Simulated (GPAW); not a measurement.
Input of a GPAW 26.7.0 run:

run.py

```python
from ase.dft.bandgap import bandgap
from ase.io import write
from ase.spacegroup import crystal
from ase.units import GPa
from gpaw import GPAW, PW, setup_paths

setup_paths.insert(0, '.')

# Pb 1a
# Te 1b
atoms = crystal(['Pb', 'Te'],
                basis=[[0.0, 0.0, 0.0],
                       [0.5, 0.5, 0.5]],
                spacegroup=221, setting=1,  # Pm-3m
                cellpar=[4.002287, 4.002287, 4.002287, 90.0, 90.0, 90.0],
                primitive_cell=True)

calc = GPAW(mode=PW(450),
            xc='PBEsol',
            kpts={'size': (6, 6, 6), 'gamma': True},
            occupations={'name': 'fermi-dirac', 'width': 0.05},
            nbands=19,
            maxiter=120,
            txt='gpaw.txt')
atoms.calc = calc
energy = atoms.get_potential_energy()
forces = atoms.get_forces()
stress = atoms.get_stress()
calc.write('gs.gpw')
write('result.traj', atoms)
print(f'Energy: {energy:.6f} eV')
print('Forces (eV/A):')
print(forces.round(4))
print('Stress (GPa):', (stress / GPa).round(3))
print('Fermi level:', round(calc.get_fermi_level(), 4), 'eV')
print(f'Gap: {bandgap(calc)[0]:.4f} eV, direct: {bandgap(calc, direct=True)[0]:.4f} eV')
```

Potentials or basis: PAW data sets generated in the run's folder for this functional, pw.

Run with:

```bash
$ gpaw-setup -f PBEsol Pb Te
$ OMP_NUM_THREADS=1 python run.py
```

(1) What does it give for the band gap on the k mesh?

(2) Estimate the pressure.

Results:

(1) none (metal or under the smearing width).

(2) -3.8 GPa.

Caveat: the cutoff is short for stress and forces, so pressures can be off by a GPa or more.
